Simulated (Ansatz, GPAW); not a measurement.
Given: the input of a run of GPAW 26.7.0 (ASE script) on Co. 

The input run.py:

```python
import numpy as np
from ase import Atoms
from ase.dft.bandgap import bandgap
from ase.io import write
from ase.units import Bohr
from gpaw import GPAW, PW
from gpaw.elf import elf_from_dft_calculation

atoms = Atoms(['Co', 'Co', 'Co', 'Co', 'Co'],
              cell=[[2.4873648738, 0, 0.0],
                    [-1.2436824369, 2.1541211692, 0.0],
                    [0.0, 0.0, 23.1265790068]],
              scaled_positions=[[0.66666667, 0.33333334, 0.3243021805],
                                [0.33333333, 0.66666666, 0.4086859779],
                                [0.66666667, 0.33333334, 0.5],
                                [0.33333333, 0.66666666, 0.5843837973],
                                [0.66666667, 0.33333334, 0.6756978195]],
              pbc=True)
atoms.set_initial_magnetic_moments([2.0, 2.0, 2.0, 2.0, 2.0])
atoms.pbc = (True, True, False)

calc = GPAW(mode=PW(450),
            xc='PBE',
            kpts={'size': (12, 12, 1), 'gamma': True},
            occupations={'name': 'fermi-dirac', 'width': 0.05},
            nbands=45,
            convergence={'density': 1e-05, 'energy': 1e-05},
            maxiter=150,
            poissonsolver={'dipolelayer': 'xy'},
            txt='gpaw.txt')
atoms.calc = calc
energy = atoms.get_potential_energy()
forces = atoms.get_forces()
calc.write('gs.gpw')
write('result.traj', atoms)
print(f'Energy: {energy:.6f} eV')
print('Forces (eV/A):')
print(forces.round(4))
print('Moments:', calc.get_magnetic_moments().round(3))
print('Fermi level:', round(calc.get_fermi_level(), 4), 'eV')
print(f'Gap: {bandgap(calc)[0]:.4f} eV, direct: {bandgap(calc, direct=True)[0]:.4f} eV')

v = calc.get_electrostatic_potential().mean(axis=(0, 1))
z = np.arange(len(v)) * atoms.cell[2, 2] / len(v)
ef = calc.get_fermi_level()
np.savetxt('planar.dat', np.c_[z, v], fmt='%.4f')
below, above = np.interp([1.5, atoms.cell[2, 2] - 1.5], z, v) - ef
print(f'Work functions: bottom {below:.4f} eV, top {above:.4f} eV')
print('Dipole moment:', *calc.get_dipole_moment().round(5), 'e A')

# fields on the real-space grid
write('density.cube', atoms, data=calc.get_pseudo_density() * Bohr**3)
write('potential.cube', atoms, data=calc.get_electrostatic_potential())
write('spin.cube', atoms, data=(calc.get_pseudo_density(spin=0) - calc.get_pseudo_density(spin=1)) * Bohr**3)
write('elf.cube', atoms, data=elf_from_dft_calculation(calc).data)
```

Potentials or basis: GPAW PAW data sets (gpaw-data 1.2.1), pw.

Launch:

```bash
$ OMP_NUM_THREADS=1 python run.py
```

Problem. What does the same run look like in Ansatz 0.2.0? Potentials or basis there: Ansatz PAW, cutoff 420 eV.

Solution. As run (cutoffs and basis follow the program's own potentials, and thresholds, step limits or extra output files can differ):

The input input.yaml:

```yaml
crystal:
  lattice:
    - [2.4873648738, 0.0, 0.0]
    - [-1.2436824369, 2.1541211692, 0.0]
    - [0.0, 0.0, 23.1265790068]
  atoms:
    - { symbol: Co, position: [0.66666667, 0.33333334, 0.3243021805], spin: 2.0 }
    - { symbol: Co, position: [0.33333333, 0.66666666, 0.4086859779], spin: 2.0 }
    - { symbol: Co, position: [0.66666667, 0.33333334, 0.5], spin: 2.0 }
    - { symbol: Co, position: [0.33333333, 0.66666666, 0.5843837973], spin: 2.0 }
    - { symbol: Co, position: [0.66666667, 0.33333334, 0.6756978195], spin: 2.0 }
hamiltonian:
  xc: pbe
  pseudopotentials: { kind: paw }
magnetization:
  spin_polarized: true
kpoints:
  mp_grid: { grid: [12, 12, 1] }
scf:
  occupations: { method: fermi_dirac, width: 0.05 }
output:
  forces: true
  eigenvalues: true
efield:
  axis: 3
  dipole_correction: true
  ramp_width: 0.04
```

Potentials or basis: Ansatz PAW.

Launch:

```console
$ ansatz run input.yaml --threads 4 --pin off --max-ram 11264MiB --backend cpu --events-out ev --progress --plain --runs-dir out
```

Both were run:

|  | GPAW | Ansatz |
| --- | --- | --- |
| Largest force | 0.924 eV/Å | 0.870 eV/Å |
| Net moment | 8.59 μB per cell | 8.58 μB per cell |
| Dipole across the slab | 0.00 e·Å | -0.002 e·Å |
| Work function of the upper face | 5.03 eV | 5.02 eV |
| Work function of the lower face | 4.96 eV | 4.94 eV |

The potentials hold 45 and 85 valence electrons a cell.

Where Ansatz's input types no cutoff or centring, it takes its own default and a Γ-centred mesh.

The magnetic state is the one that the start led to; the real crystal's order can differ.
